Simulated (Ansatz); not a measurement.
A plane-wave DFT run in Ansatz 0.2.0 (scalar-relativistic PAW potentials unless the input names others): input and command.

```yaml
crystal:
  lattice:
    - [11.6, 0.0, 0.0]
    - [0.0, 9.3, 0.0]
    - [0.0, 0.0, 4.8393462593]
  atoms:
    - { symbol: Re, position: [0.4021579681, 0.5, 0.0], spin: 1.5 }
    - { symbol: Re, position: [0.4021579681, 0.5, 0.5], spin: 1.5 }
    - { symbol: Re, position: [0.5978420319, 0.5, 0.0], spin: 1.5 }
    - { symbol: Re, position: [0.5978420319, 0.5, 0.5], spin: 1.5 }
kpoints:
  mp_grid: { grid: [1, 1, 13] }
hamiltonian:
  xc: revpbe
scf:
  occupations: { method: gaussian, width: 0.05 }
output:
  forces: true
  eigenvalues: true
  stress: true
magnetization:
  spin_polarized: true
```

```bash
ansatz run input.yaml --threads 2 --pin off --max-ram 5120MiB --backend cpu --events-out ev --progress --plain --runs-dir out
```

Abridged log:
```
Basis set: ecut = 420 eV, 10185 PW (Γ), exchange–correlation on 160×128×72 points (8 copies of the dense FFT grid, shifted against one another)
Bands: 40, of which v1, the nominal top of the filled ones, is band 30 counted from 1 (29 counted from 0)
Symmetry: 16 space group operations
k-points: 7 of 13
SCF iter   1: F=—  HF=-43496.025546 eV  |F-HF|=—  |Δ(HF+E_count)|=         —  Δρ=2.39e-2 (↑2.05e-2 ↓2.39e-2) dr2=9.06e0  dr2_m=1.54e0  M=1.034 μB ∫|m|=1.038 μB  β_m=0.30  ethr=3.10e-3  ⟨swp⟩=8.1  Hψ=2502  notcnv=0
Mixer restart at iter 1: flushing history
spin=Collinear: LDOS preconditioning applied to the charge; magnetization (m = ρ↑ − ρ↓) channel mixes plain (no charge-response kernel on spin).
SCF iter   2: F=—  HF=-43495.261013 eV  |F-HF|=—  |Δ(HF+E_count)|=   7.65e-1  Δρ=1.57e-2 (↑1.50e-2 ↓1.57e-2) dr2=1.66e0  dr2_m=8.55e-1  M=0.759 μB ∫|m|=0.770 μB  β_m=0.44  ethr=3.10e-3  ⟨swp⟩=3.0  Hψ=1005  notcnv=0  defer=51
SCF iter   3: F=—  HF=-43495.494680 eV  |F-HF|=—  |Δ(HF+E_count)|=   2.34e-1  Δρ=6.81e-3 (↑6.81e-3 ↓5.89e-3) dr2=9.70e-2  dr2_m=1.62e-1  M=0.459 μB ∫|m|=0.484 μB  β_m=0.58  ethr=2.77e-3  ⟨swp⟩=2.1  Hψ=836  notcnv=0  defer=54
SCF iter   4: F=—  HF=-43495.565151 eV  |F-HF|=—  |Δ(HF+E_count)|=   7.05e-2  Δρ=1.58e-3 (↑1.58e-3 ↓1.23e-3) dr2=7.98e-3  dr2_m=7.18e-3  M=0.239 μB ∫|m|=0.274 μB  β_m=0.66  ethr=1.62e-4  ⟨swp⟩=2.2  Hψ=1020  notcnv=0  defer=52
SCF iter   5: F=—  HF=-43495.578021 eV  |F-HF|=—  |Δ(HF+E_count)|=   1.29e-2  Δρ=5.58e-4 (↑5.58e-4 ↓4.68e-4) dr2=6.88e-4  dr2_m=1.03e-3  M=0.122 μB ∫|m|=0.158 μB  β_m=0.83  ethr=1.33e-5  ⟨swp⟩=2.0  Hψ=823  notcnv=0  defer=52
SCF iter   6: F=—  HF=-43495.581215 eV  |F-HF|=—  |Δ(HF+E_count)|=   3.19e-3  Δρ=2.40e-4 (↑2.40e-4 ↓2.22e-4) dr2=1.12e-4  dr2_m=2.38e-4  M=0.042 μB ∫|m|=0.067 μB  β_m=0.91  ethr=1.15e-6  ⟨swp⟩=3.1  Hψ=1039  notcnv=0  defer=52
SCF iter   7: F=—  HF=-43495.581807 eV  |F-HF|=—  |Δ(HF+E_count)|=   5.91e-4  Δρ=8.01e-5 (↑8.01e-5 ↓7.50e-5) dr2=2.91e-5  dr2_m=1.95e-5  M=0.010 μB ∫|m|=0.020 μB  β_m=0.90  ethr=1.87e-7  ⟨swp⟩=3.0  Hψ=1077  notcnv=0  defer=52
SCF iter   8: F=—  HF=-43495.581719 eV  |F-HF|=—  |Δ(HF+E_count)|=   8.82e-5  Δρ=2.58e-5 (↑1.76e-5 ↓2.58e-5) dr2=1.25e-6  dr2_m=2.00e-6  M=0.002 μB ∫|m|=0.007 μB  β_m=0.95  ethr=4.85e-8  ⟨swp⟩=2.0  Hψ=962  notcnv=0  defer=52
SCF iter   9: F=—  HF=-43495.581725 eV  |F-HF|=—  |Δ(HF+E_count)|=   6.63e-6  Δρ=7.08e-6 (↑7.08e-6 ↓4.80e-6) dr2=1.62e-7  dr2_m=1.27e-7  M=0.001 μB ∫|m|=0.002 μB  β_m=0.94  ethr=2.08e-9  ⟨swp⟩=3.0  Hψ=1238  notcnv=0  defer=52
SCF iter  10: F=—  HF=-43495.581726 eV  |F-HF|=—  |Δ(HF+E_count)|=   4.07e-7  Δρ=1.78e-6 (↑1.77e-6 ↓1.78e-6) dr2=2.64e-8  dr2_m=9.33e-9  M= 0.000 μB ∫|m|=0.000 μB  β_m=0.94  ethr=2.71e-10  ⟨swp⟩=3.1  Hψ=1144  notcnv=0  defer=52
SCF iter  11: F=—  HF=-43495.581726 eV  |F-HF|=—  |Δ(HF+E_count)|=   4.72e-8  Δρ=5.28e-7 (↑4.33e-7 ↓5.28e-7) dr2=3.46e-9  dr2_m=6.24e-10  M= 0.000 μB ∫|m|=0.000 μB  β_m=0.91  ethr=4.40e-11  ⟨swp⟩=2.6  Hψ=1006  notcnv=0  defer=52
SCF iter  12: F=—  HF=-43495.581726 eV  |F-HF|=—  |Δ(HF+E_count)|=   2.77e-9  Δρ=1.10e-7 (↑1.10e-7 ↓9.56e-8) dr2=7.09e-11  dr2_m=3.30e-11  M= 0.000 μB ∫|m|=0.000 μB  β_m=0.91  ethr=5.77e-12  ⟨swp⟩=2.7  Hψ=1032  notcnv=0  defer=52
SCF iter  13: F=-43495.581726 eV  HF=-43495.581726 eV  |F-HF|=4.37e-11  |Δ(HF+E_count)|=  1.67e-10  Δρ=2.29e-8 (↑2.29e-8 ↓1.93e-8) dr2=3.23e-12  dr2_m=1.47e-12  M=0.000 μB ∫|m|=0.000 μB  ethr=1.00e-12  ⟨swp⟩=13.9  Hψ=2111  notcnv=0
SCF 1 converged in 13 iterations: F = -43495.581726 eV  dr2 = 3.23e-12
the search or the solves at the SCF's close seem to have found levels that the self-consistency loop had missed (the run counts 2). By its estimate they hold under 1e-12 electrons; where the run keeps them, the occupations were computed again with them
WARN: the starting moments were not kept: the SCF closed with an absolute magnetisation of 6.2e-6 μB, where they sum to 6 μB in size (4 sites). That is at most 0.1 of that sum. Measured as dr2_m measures the in/out step, that magnetisation stands 1.3e-12 eV from none, at or under the dr2_threshold of 1.0e-7 eV: it is no larger than a step whose dr2_m would equal this threshold. The system may hold no moment; this SCF shows only that its start led to no more than that. To try another start: raise the starting moments (crystal.atoms[].spin, magnetization.per_species, magnetization.initial_magnet ...
SCF converged after 13 iterations
Magnetization: 0.0000 μB (30.0000 up, 30.0000 down)
Absolute magnetization: 0.0000 μB (∫|ρ↑−ρ↓|, with the PAW one-centre terms)
Spin contamination: 0.0000 ħ² per cell (⟨S²⟩ above its minimum at these occupations)
Per-site moments (μB) at R_I (Å): [(2.56422936e-7, 0.93634824), (2.56422936e-7, 0.93634824), (2.56422936e-7, 0.93634824), (2.56422936e-7, 0.93634824)]
Free energy (F): -43495.581726 eV
Harris-Foulkes:  -43495.581726 eV  (|F-HF|=4.37e-11)
Internal energy: -43495.578516 eV  (E = F + TS)
E sigma→0 (E₀):  -43495.580121 eV
Entropy (-TS):   -0.003210 eV (-0.803 meV/atom)
Fermi energy:    -1.317588 eV
--- Forces (eV/Å), atoms counted from 1 ---
  atom   1  Re    -0.14685427     0.00000000     0.00000000
  atom   2  Re    -0.14685427     0.00000000     0.00000000
  atom   3  Re     0.14685427     0.00000000     0.00000000
  atom   4  Re     0.14685427     0.00000000     0.00000000
--- Stress (GPa, compression-positive) ---
        0.213688       0.000000       0.000000
        0.000000      -0.018117       0.000000
        0.000000       0.000000       0.448084
  P = ⅓ Tr σ = 0.2146 GPa (2.146 kbar)
```

Apart from outputs, empty bands and the relaxation, which only the reference makes, the input differs from a reference run on usual settings in hamiltonian.xc: "pbe" → "revpbe"; basis.ecutwfc: 420 → not typed. The reference, at the same geometry, ended its own course with pressure 0.00 GPa (averaged over a cell that holds vacuum), largest force 0.003 eV/Å, no gap on the mesh. This run converged in 13 SCF iterations with a total energy on another zero, pressure 0.21 GPa (averaged over a cell that holds vacuum), largest force 0.147 eV/Å, no gap on the mesh.

It took 16 s on 2 threads of Arm Neoverse V1, with other jobs on the host, peak memory 0.83 GiB.